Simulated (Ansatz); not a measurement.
# C (Fd-3m) in Ansatz: further runs

The runs below take C through band structure, single point, equation of state, with r2SCAN50.

All numbers are computed with Ansatz 0.2.0; they aren't measurements. Logs are shortened: lines on timing, memory, paths and dates and some standing lists are left out, and cuts for length are marked.

## (1) The structure

Symmetry: Fd-3m, No. 227, cubic system. The conventional cell has a = 3.567 Å, b = 3.567 Å, c = 3.567 Å, α = 90.00°, β = 90.00°, γ = 90.00°. Around C (site symmetry -43m) lie 4 C at 1.54 Å.

This isn't the form of C at room conditions, which is graphite.

## (2) Band structure, r2SCAN50

input.yaml reads:

```yaml
crystal:
  lattice:
    - [0.0, 1.78337, 1.78337]
    - [1.78337, 0.0, 1.78337]
    - [1.78337, 1.78337, 0.0]
  atoms:
    - { symbol: C, position: [0.75, 0.75, 0.75] }
    - { symbol: C, position: [0.5, 0.5, 0.5] }
hamiltonian:
  xc: r2scan50
  pseudopotentials: { kind: paw }
kpoints:
  mp_grid: { grid: [7, 7, 7] }
  band_path:
    path:
      - [[0.0, 0.0, 0.0], [0.5, 0.0, 0.5], [0.5, 0.25, 0.75], [0.375, 0.375, 0.75], [0.0, 0.0, 0.0], [0.5, 0.5, 0.5], [0.625, 0.25, 0.625], [0.5, 0.25, 0.75], [0.5, 0.5, 0.5], [0.375, 0.375, 0.75]]
      - [[0.625, 0.25, 0.625], [0.5, 0.0, 0.5]]
    npoints: 4
scf:
  occupations: { method: fermi_dirac, width: 0.05 }
  n_extra_bands: 6
output:
  forces: true
  stress: true
  eigenvalues: true
  fatbands: false
  write_density: true
  write_potential: true
  elf: true
  volumetric_format: npy
```

Potentials or basis: Ansatz PAW.

Launch:

```console
> ansatz run input.yaml --threads 2 --pin off --max-ram 5632MiB --backend cpu --events-out ev --progress --plain --runs-dir out
```

What it wrote:

```text
Warning: output.stress: scf.convergence.dr2_threshold = 1e-7 eV (the SCF's general default) is looser than the 2e-10 eV advised for a printed stress (1e-10 eV for each atom of the cell: 2). What an SCF threshold leaves in a stress goes as its square root, and in the free energy as the threshold itself, and one threshold admits the most on a small cell: of the crystals measured, under no hybrid functional and no lock of the moments, on runs that ended without the residual-converged pass, on stresses that held no estimate of that error, the worst erred by over 100 MPa in a component at 1e-7 eV an atom and by under 5 at 1e-10. Set scf.convergence.dr2_threshold to 2e-10 eV or tighter. The threshold is an SCF's pass mark: one that does not reach it within its budget of iterations ends unconverged, or closes short of it on a stop that the run arms, and scf.convergence.dr2_threshold's page says what that costs each kind of run
Warning: output.stress: scf.exx.energy_threshold = 1e-6 eV is looser than the 2e-8 eV advised for a stress under a hybrid functional (1e-8 eV for each atom of the cell: 2). Every SCF of the exchange loop can meet its threshold on dr2 while the loop round them stops early: no threshold on dr2 bounds what that leaves in the stress. Set scf.exx.energy_threshold to 2e-8 eV or tighter. The threshold is the loop's pass mark: a loop that does not reach it within its budget of cycles ends unconverged, and scf.exx.energy_threshold's page has the law
Warning: RAYON_NUM_THREADS=2 ignored (pool sized by the plan → 2); use --threads N
scf.n_extra_bands = 6 over 4 filled bands (N_el = 8.0): the run solves 10 bands
Engine: ansatz 0.2.0, aarch64-unknown-linux-gnu
Pseudopotentials: kind: paw
Pseudopotential: C, paw, valence charge 4, recommended cutoff 500 eV (meta_gga), C.paw.azcp
Functional definition: r2SCAN50
  parameter a = 0.5
  parameter k0 = 0.174
  parameter k1 = 0.065
  parameter a1 = 4.9479
  exchange = (1 - a)*r2scan_x(k0 = k0, k1 = k1, a1 = a1) + a*exact_x
  correlation = r2scan_c
Crystal: 2 atoms, lattice volume = 11.344 Å³
Basis set: ecut = 500 eV, 283 PW (Γ), exchange–correlation on 80×80×80 points (64 copies of the dense FFT grid, shifted against one another)
Bands: 10, of which v1, the nominal top of the filled ones, is band 4 counted from 1 (3 counted from 0)
Symmetry: 48 space group operations
Space group: Fd-3m (ITA 227), of the structure as read, at distance tolerance 2.2e-5 Å
k-points: 20 of 343
Non-local potential: C, projectors of the file, l = 0: 2, l = 1: 2, l = 2: 1
PAW form: soft (Blöchl's): semilocal exchange-correlation on the pseudo side does not see the compensation charge
PAW frozen core: C, regenerated for the run's functional, and the local potential with it (the file was generated under x = pbe(κ = 0.804, μ = 0.2195149727645171), c = pbe(β = 0.06672455060314922))
PAW one-centre angular grid: C, 302 points (default); XC on 239 of its mesh's 2573 points in the sphere
Initial density: superposition of atomic densities (neutral atoms: chi_scale 0, normalization atom), corrected by the library's trained network
Initial wavefunctions: pseudopotential atomic-orbital guess
Functional: x = r2scan, c = r2scan; τ floored in thin density (d = 2e-4 eV/Å³), warm-up for x = 0.5 r2scan + 0.5 exact, c = r2scan; τ floored in thin density (d = 2e-4 eV/Å³)
SCF iter   1: F=—  HF=-503.053005 eV  |F-HF|=—  |Δ(HF+E_count)|=         —  Δρ=8.94e-3  dr2=2.44e-3  dr2_τ=3.81e-1  ethr=1.77e-3  ⟨swp⟩=5.8  Hψ=893  notcnv=0
preconditioner: auto → none  [insulator: Δε(μ)=4.429 eV  Ē_g=24.593 eV  σ=0.050 eV  W_gap=1.00  n_scr=0 (ndim 8)  ℏωp=31.2 eV  f_vac=0.000  D(μ)=0.00/eV (n_scr^D=0)]
SCF iter   2: F=-503.108915 eV  HF=-503.108881 eV  |F-HF|=3.43e-5  |Δ(HF+E_count)|=   5.59e-2  Δρ=5.51e-3  dr2=9.60e-4  dr2_τ=5.95e-5  ethr=3.05e-5  ⟨swp⟩=3.1  Hψ=508  notcnv=0  defer=1
SCF 1 stopped early in 2 iterations: F = -503.108915 eV  dr2 = 9.60e-4
Initial density: handed on by an earlier stage of this run
Initial wavefunctions: those handed on with the density
Functional: x = 0.5 r2scan + 0.5 exact, c = r2scan; τ floored in thin density (d = 2e-4 eV/Å³)
Frozen-core exchange: fock
SCF iter   1: F=—  HF=-502.786089 eV  |F-HF|=—  |Δ(HF+E_count)|=         —  Δρ=1.61e-2  dr2=1.21e-2  dr2_τ=9.15e-4  ethr=1.20e-4  ⟨swp⟩=4.2  Hψ=752  notcnv=0
preconditioner: auto → none  [insulator: Δε(μ)=7.920 eV  Ē_g=30.474 eV  σ=0.050 eV  W_gap=1.00  n_scr=0 (ndim 8)  ℏωp=31.2 eV  f_vac=0.000  D(μ)=0.00/eV (n_scr^D=0)]
SCF iter   2: F=—  HF=-502.780767 eV  |F-HF|=—  |Δ(HF+E_count)|=   5.32e-3  Δρ=6.83e-3  dr2=2.83e-3  dr2_τ=1.40e-4  ethr=1.20e-4  ⟨swp⟩=2.0  Hψ=389  notcnv=0
iter 3 solved again at ethr=1.48e-6 eV; its pass at ethr=2.19e-5 eV (dr2=1.19e-4 eV) is discarded
SCF iter   3: F=—  HF=-502.788457 eV  |F-HF|=—  |Δ(HF+E_count)|=   7.69e-3  Δρ=1.87e-3  dr2=1.61e-4  dr2_τ=1.01e-5  ethr=1.48e-6  ⟨swp⟩=2.0  Hψ=676  notcnv=0
SCF iter   4: F=-502.788611 eV  HF=-502.788615 eV  |F-HF|=4.15e-6  |Δ(HF+E_count)|=   1.58e-4  Δρ=4.69e-4  dr2=1.00e-5  dr2_τ=2.82e-7  ethr=1.48e-6  ⟨swp⟩=2.9  Hψ=313  notcnv=0
SCF 2 stopped early in 4 iterations: F = -502.788611 eV  dr2 = 1.00e-5
hybrid outer 1: dexx = +1.015e-2 eV, tail = 5.23e-5 eV
Frozen-core exchange: fock
SCF iter   1: F=—  HF=-502.788606 eV  |F-HF|=—  |Δ(HF+E_count)|=         —  Δρ=1.87e-4  dr2=1.05e-6  dr2_τ=2.78e-7  ethr=3.27e-6  ⟨swp⟩=3.3  Hψ=505  notcnv=0
preconditioner: auto → none  [insulator: Δε(μ)=8.102 eV  Ē_g=30.490 eV  σ=0.050 eV  W_gap=1.00  n_scr=0 (ndim 8)  ℏωp=31.2 eV  f_vac=0.000  D(μ)=0.00/eV (n_scr^D=0)]
SCF iter   2: F=—  HF=-502.788605 eV  |F-HF|=—  |Δ(HF+E_count)|=   2.08e-7  Δρ=6.38e-5  dr2=1.90e-7  dr2_τ=8.08e-9  ethr=1.23e-8  ⟨swp⟩=3.0  Hψ=339  notcnv=0
SCF iter   3: F=—  HF=-502.788605 eV  |F-HF|=—  |Δ(HF+E_count)|=   4.93e-8  Δρ=1.01e-5  dr2=7.65e-8  dr2_τ=2.62e-9  ethr=1.52e-9  ⟨swp⟩=2.0  Hψ=281  notcnv=0
SCF iter   4: F=-502.788606 eV  HF=-502.788606 eV  |F-HF|=2.99e-9  |Δ(HF+E_count)|=   2.92e-7  Δρ=8.93e-6  dr2=5.13e-9  dr2_τ=5.45e-10  ethr=4.03e-11  ⟨swp⟩=4.0  Hψ=568  notcnv=0
SCF 3 converged in 4 iterations: F = -502.788606 eV  dr2 = 5.13e-9
  Residual-converged pass: ⟨swp⟩=2.0  Hψ=280  notcnv=0  max |occ|·‖R‖ = 2.1e-6 eV (tolerance 2.4e-6 eV)  dr2=5.14e-9  dr2_τ=5.46e-10  dr2_onsite=5.10e-11  max |Δocc| = 0.0e0
hybrid outer 2: dexx = +6.915e-7 eV, tail = 4.76e-8 eV, Δε = 5.23e-3 eV (about 2.17e-4 eV left of the loop's levels)
NSCF: frozen V_eff on 42 k-points
hybrid SCF converged: 2 outer / 8 inner (+2 warm-up), last move |dexx| = 6.91e-7 eV, tail = 4.76e-8 eV
Stability not checked: this state was not tested for a lower state beside it, because the functional holds exact exchange (a hybrid, or Hartree-Fock), whose exchange loop this test does not read (fock_operator; see scf.lower_state_search)
Free energy (F): -502.788606 eV
Frozen-core exchange: fock
Harris-Foulkes:  -502.788606 eV  (|F-HF|=2.99e-9)
Internal energy: -502.788606 eV  (E = F + TS)
E sigma→0 (E₀):  -502.788606 eV
Fermi energy:    15.386644 eV
--- Per-component energies (eV) ---
  E_band       = 3.493791
  E_kinetic    = 183.556366
  E_local      = -118.881113  (includes V_loc(G=0)·N_el)
  E_nonlocal   = 51.112428
  E_hartree    = 26.193879
  E_xc         = -52.811841
  E_vxc        = -68.950044  (∫ρ·V_xc dr)
  E_exx        = -43.299887  (= α·E_x^exact, valence–valence)
  E_paw        = -200.608341  (= ΣΔE_a)
  E_vpaw       = -10.921883  (= ΣTr[D̂ρ^β])
  E_aug_tail   = 0.000008  (compensation charges beyond the density's cutoff)
  E_vtau       = 1.789953  (kinetic-family band-sum trace: ∫τ·v_τ [+ j·A + Jᵃ·Aᵃ] dr)
  E_ewald      = -347.961363
  E_core_change = -0.088742  (= ΣΔE_core)
  E_smearing   = -0.000000  (= −TS)
  E_closure    = -0.000000  (closes the sum)
  Σ components = -502.788606   (vs F -502.788606, Δ=0.00e0)
--- Forces (eV/Å), atoms counted from 1 ---
  atom   1  C      0.00000000    -0.00000000     0.00000000
  atom   2  C      0.00000000    -0.00000000     0.00000000
  max |Σ_I F_I| component: 1.20e-16 eV/Å
--- Stress (GPa, compression-positive) ---
      -17.985361      -0.000000      -0.000000
       -0.000000     -17.985361       0.000000
        0.000000      -0.000000     -17.985361
  P = ⅓ Tr σ = -17.9854 GPa (-179.854 kbar)
--- Band table (eV; the first three rows and the last of 20) ---
  k-point 0: bands = ["-14.6242", "11.3562", "11.3562", "11.3562", "21.2277", "21.2277", "21.2277", "30.0707", "35.6475", "43.1364"]
  k-point 1: bands = ["-13.9620", "7.7824", "10.4086", "10.4086", "22.4876", "22.4876", "22.8907", "30.6777", "36.6798", "39.5390"]
  k-point 2: bands = ["-12.0018", "1.8566", "8.9236", "8.9236", "24.1323", "24.1323", "24.2396", "31.9886", "37.5881", "39.0946"]
  k-point 19: bands = ["-4.6943", "-2.6275", "0.4474", "3.4554", "23.9191", "28.1460", "29.7837", "30.5970", "36.5520", "40.6717"]
```

Wall time 80 s (2 threads of Arm Neoverse N1, shared host); peak memory 0.49 GiB.

What came out:

- Free energy: -502.7886 eV
- Pressure: -18.0 GPa
- Band gap on the k mesh: 8.10 eV, indirect (least direct gap 9.87 eV)
- Band gap along the path: 7.98 eV, indirect (least direct gap 9.87 eV)

Levels at the corners of the path, in eV from the valence-band top:
| point | band 1 | band 2 | band 3 | band 4 | band 5 | band 6 | band 7 | band 8 | band 9 |
| --- | --- | --- | --- | --- | --- | --- | --- | --- | --- |
| Γ | -25.98 | 0.00 | 0.00 | 0.00 | 9.87 | 9.87 | 9.87 | 18.71 | 24.29 |
| X | -15.67 | -15.67 | -7.59 | -7.59 | 8.63 | 8.63 | 23.40 | 23.40 | 29.71 |
| W | -14.79 | -14.79 | -9.93 | -9.93 | 15.38 | 15.38 | 17.81 | 17.81 | 27.66 |
| K | -16.01 | -14.42 | -11.11 | -6.48 | 9.69 | 15.65 | 20.42 | 21.80 | 24.34 |
| Γ | -25.98 | 0.00 | 0.00 | 0.00 | 9.87 | 9.87 | 9.87 | 18.71 | 24.29 |
| L | -19.28 | -16.12 | -3.42 | -3.42 | 13.17 | 13.17 | 13.37 | 21.25 | 27.82 |
| U | -16.01 | -14.42 | -11.11 | -6.48 | 9.69 | 15.65 | 20.42 | 21.80 | 24.34 |
| W | -14.79 | -14.79 | -9.93 | -9.93 | 15.38 | 15.38 | 17.81 | 17.81 | 27.66 |
| L | -19.28 | -16.12 | -3.42 | -3.42 | 13.17 | 13.17 | 13.37 | 21.25 | 27.82 |
| K | -16.01 | -14.42 | -11.11 | -6.48 | 9.69 | 15.65 | 20.42 | 21.80 | 24.34 |
| U | -16.01 | -14.42 | -11.11 | -6.48 | 9.69 | 15.65 | 20.42 | 21.80 | 24.34 |
| X | -15.67 | -15.67 | -7.59 | -7.59 | 8.63 | 8.63 | 23.40 | 23.40 | 29.71 |

Caveat: the k mesh is coarse (spacing up to 0.44 Å⁻¹), so the values aren't converged, least of all with exact exchange; the k mesh misses the band edges, so the gap on the mesh is wider than the one along the path; so large a pressure means that the cell lies far from this level's equilibrium, or that cutoff or potentials fall short; the PAW data sets come from PBE, with cores solved anew for the run's functional, which leaves a small shift of forces and pressure; the thresholds are loose for stress.

## (3) Single point, r2SCAN50, 5.33 Å³/atom (volume scaled by 0.94)

input.yaml reads:

```yaml
crystal:
  lattice:
    - [0.0, 1.7469644787, 1.7469644787]
    - [1.7469644787, 0.0, 1.7469644787]
    - [1.7469644787, 1.7469644787, 0.0]
  atoms:
    - { symbol: C, position: [0.75, 0.75, 0.75] }
    - { symbol: C, position: [0.5, 0.5, 0.5] }
hamiltonian:
  xc: r2scan50
  pseudopotentials: { kind: paw }
kpoints:
  mp_grid: { grid: [7, 7, 7] }
scf:
  occupations: { method: fermi_dirac, width: 0.05 }
output:
  forces: true
  stress: true
  eigenvalues: true
  write_density: true
  write_potential: true
  elf: true
  volumetric_format: npy
```

Potentials or basis: Ansatz PAW.

Launch:

```console
> ansatz run input.yaml --threads 2 --pin off --max-ram 5632MiB --backend cpu --events-out ev --progress --plain --runs-dir out
```

What it wrote:

```text
Warning: output.stress: scf.convergence.dr2_threshold = 1e-7 eV (the SCF's general default) is looser than the 2e-10 eV advised for a printed stress (1e-10 eV for each atom of the cell: 2). What an SCF threshold leaves in a stress goes as its square root, and in the free energy as the threshold itself, and one threshold admits the most on a small cell: of the crystals measured, under no hybrid functional and no lock of the moments, on runs that ended without the residual-converged pass, on stresses that held no estimate of that error, the worst erred by over 100 MPa in a component at 1e-7 eV an atom and by under 5 at 1e-10. Set scf.convergence.dr2_threshold to 2e-10 eV or tighter. The threshold is an SCF's pass mark: one that does not reach it within its budget of iterations ends unconverged, or closes short of it on a stop that the run arms, and scf.convergence.dr2_threshold's page says what that costs each kind of run
Warning: output.stress: scf.exx.energy_threshold = 1e-6 eV is looser than the 2e-8 eV advised for a stress under a hybrid functional (1e-8 eV for each atom of the cell: 2). Every SCF of the exchange loop can meet its threshold on dr2 while the loop round them stops early: no threshold on dr2 bounds what that leaves in the stress. Set scf.exx.energy_threshold to 2e-8 eV or tighter. The threshold is the loop's pass mark: a loop that does not reach it within its budget of cycles ends unconverged, and scf.exx.energy_threshold's page has the law
Warning: RAYON_NUM_THREADS=2 ignored (pool sized by the plan → 2); use --threads N
[... 10 set-up lines as earlier in the session ...]
Crystal: 2 atoms, lattice volume = 10.663 Å³
Basis set: ecut = 500 eV, 283 PW (Γ), exchange–correlation on 80×80×80 points (64 copies of the dense FFT grid, shifted against one another)
Bands: 8, of which v1, the nominal top of the filled ones, is band 4 counted from 1 (3 counted from 0)
[... 2 set-up lines as earlier in the session ...]
k-points: 20 of 343
[... 7 set-up lines as earlier in the session ...]
SCF iter   1: F=—  HF=-502.994961 eV  |F-HF|=—  |Δ(HF+E_count)|=         —  Δρ=9.41e-3  dr2=2.82e-3  dr2_τ=4.56e-1  ethr=1.77e-3  ⟨swp⟩=5.0  Hψ=696  notcnv=0
[... 20 lines left out ...]
preconditioner: auto → none  [insulator: Δε(μ)=8.279 eV  Ē_g=27.653 eV  σ=0.050 eV  W_gap=1.00  n_scr=0 (ndim 8)  ℏωp=32.2 eV  f_vac=0.000  D(μ)=0.00/eV (n_scr^D=0)]
SCF iter   2: F=—  HF=-502.803264 eV  |F-HF|=—  |Δ(HF+E_count)|=   6.49e-8  Δρ=3.22e-5  dr2=7.37e-8  dr2_τ=4.09e-9  ethr=2.69e-9  ⟨swp⟩=3.1  Hψ=316  notcnv=0
SCF iter   3: F=-502.803264 eV  HF=-502.803264 eV  |F-HF|=1.04e-9  |Δ(HF+E_count)|=   2.56e-7  Δρ=8.75e-6  dr2=2.71e-9  dr2_τ=2.29e-9  ethr=1.99e-10  ⟨swp⟩=3.1  Hψ=392  notcnv=0
SCF 3 converged in 3 iterations: F = -502.803264 eV  dr2 = 2.71e-9
  Residual-converged pass: ⟨swp⟩=3.0  Hψ=286  notcnv=0  max |occ|·‖R‖ = 2.3e-6 eV (tolerance 2.4e-6 eV)  dr2=2.74e-9  dr2_τ=2.31e-9  dr2_onsite=2.51e-10  max |Δocc| = 0.0e0
hybrid outer 2: dexx = +6.417e-7 eV, tail = 4.80e-8 eV, Δε = 4.26e-3 eV (about 1.81e-4 eV left of the loop's levels)
hybrid SCF converged: 2 outer / 8 inner (+2 warm-up), last move |dexx| = 6.42e-7 eV, tail = 4.80e-8 eV
Stability not checked: this state was not tested for a lower state beside it, because the functional holds exact exchange (a hybrid, or Hartree-Fock), whose exchange loop this test does not read (fock_operator; see scf.lower_state_search)
Free energy (F): -502.803264 eV
Frozen-core exchange: fock
Harris-Foulkes:  -502.803264 eV  (|F-HF|=1.04e-9)
Internal energy: -502.803264 eV  (E = F + TS)
E sigma→0 (E₀):  -502.803264 eV
Fermi energy:    16.597423 eV
--- Per-component energies (eV) ---
  E_band       = 8.980536
  E_kinetic    = 188.111960
  E_local      = -114.684225  (includes V_loc(G=0)·N_el)
  E_nonlocal   = 52.008899
  E_hartree    = 25.421414
  E_xc         = -53.449325
  E_vxc        = -69.827514  (∫ρ·V_xc dr)
  E_exx        = -44.007142  (= α·E_x^exact, valence–valence)
  E_paw        = -200.903478  (= ΣΔE_a)
  E_vpaw       = -11.286914  (= ΣTr[D̂ρ^β])
  E_aug_tail   = 0.000009  (compensation charges beyond the density's cutoff)
  E_vtau       = 1.829875  (kinetic-family band-sum trace: ∫τ·v_τ [+ j·A + Jᵃ·Aᵃ] dr)
  E_ewald      = -355.212636
  E_core_change = -0.088742  (= ΣΔE_core)
  E_smearing   = -0.000000  (= −TS)
  E_closure    = 0.000001  (closes the sum)
  Σ components = -502.803264   (vs F -502.803264, Δ=0.00e0)
--- Forces (eV/Å), atoms counted from 1 ---
  atom   1  C     -0.00000000     0.00000000    -0.00000000
  atom   2  C     -0.00000000     0.00000000     0.00000000
  max |Σ_I F_I| component: 9.25e-17 eV/Å
--- Stress (GPa, compression-positive) ---
       12.555651       0.000000      -0.000000
        0.000000      12.555651      -0.000000
        0.000000      -0.000000      12.555651
  P = ⅓ Tr σ = 12.5557 GPa (125.557 kbar)
--- Band table (eV; the first three rows and the last of 20) ---
  k-point 0: bands = ["-14.4415", "12.4773", "12.4773", "12.4773", "22.5597", "22.5597", "22.5597", "32.7851"]
  k-point 1: bands = ["-13.7521", "8.7446", "11.4680", "11.4680", "23.8976", "23.8976", "24.4289", "33.2167"]
  k-point 2: bands = ["-11.7075", "2.5810", "9.9024", "9.9024", "25.5976", "25.5976", "26.1041", "34.0622"]
  k-point 19: bands = ["-3.9981", "-1.9143", "0.9032", "4.1063", "25.3407", "29.7001", "31.7890", "32.6311"]
```

rho_z.tsv:

```text
# z_ang	rho[e/angstrom^3]
# format = ansatz-planar-average/11
# lattice	0.000000000	1.746964479	1.746964479
# lattice	1.746964479	0.000000000	1.746964479
# lattice	1.746964479	1.746964479	0.000000000
# sites	2
# site	6	2.620446718	2.620446718	2.620446718
# site	6	1.746964479	1.746964479	1.746964479
0.000000	5.067401e-1
0.123529	4.605813e-1
0.247058	4.366551e-1
0.370587	4.366551e-1
0.494116	4.605813e-1
0.617645	5.067401e-1
[... 12 lines left out ...]
2.223523	6.559089e-1
2.347052	5.725037e-1
```

Run time: 8.6 s. Hardware: 2 threads of Arm Neoverse N1, shared host; peak memory 0.48 GiB.

What came out:

```yaml
Free_energy: -502.8033 eV
Pressure: 12.6 GPa
Band_gap_on_the_k_mesh: 8.28 eV, indirect (least direct gap 10.08 eV)
```

Caveat: the k mesh is coarse (spacing up to 0.44 Å⁻¹), so the values aren't converged, least of all with exact exchange; odd divisions of the mesh miss points on the zone boundary, where band edges often lie, so the gap on the mesh can be too wide; the PAW data sets come from PBE, with cores solved anew for the run's functional, which leaves a small shift of forces and pressure; the thresholds are loose for stress.

## (4) Single point, r2SCAN50, 5.44 Å³/atom (volume scaled by 0.96)

Changes to input.yaml since step 3:

```diff
@@ -2,5 +2,5 @@
   lattice:
-    - [0.0, 1.7469644787, 1.7469644787]
-    - [1.7469644787, 0.0, 1.7469644787]
-    - [1.7469644787, 1.7469644787, 0.0]
+    - [0.0, 1.7592674508, 1.7592674508]
+    - [1.7592674508, 0.0, 1.7592674508]
+    - [1.7592674508, 1.7592674508, 0.0]
   atoms:
```

Launch:

```console
> ansatz run input.yaml --threads 2 --pin off --max-ram 5632MiB --backend cpu --events-out ev --progress --plain --runs-dir out
```

It took 8.8 s on 2 threads of Arm Neoverse N1, shared host; peak memory 0.48 GiB.

The run converged. Its results:

```
Free energy            : -502.8130 eV
Pressure               : 1.4 GPa
Band gap on the k mesh : 8.22 eV, indirect (least direct gap 10.01 eV)
```

Caveat: the k mesh is coarse (spacing up to 0.44 Å⁻¹), so the values aren't converged, least of all with exact exchange; odd divisions of the mesh miss points on the zone boundary, where band edges often lie, so the gap on the mesh can be too wide; the PAW data sets come from PBE, with cores solved anew for the run's functional, which leaves a small shift of forces and pressure; the thresholds are loose for stress.

(Continued in part 2 of 2.)
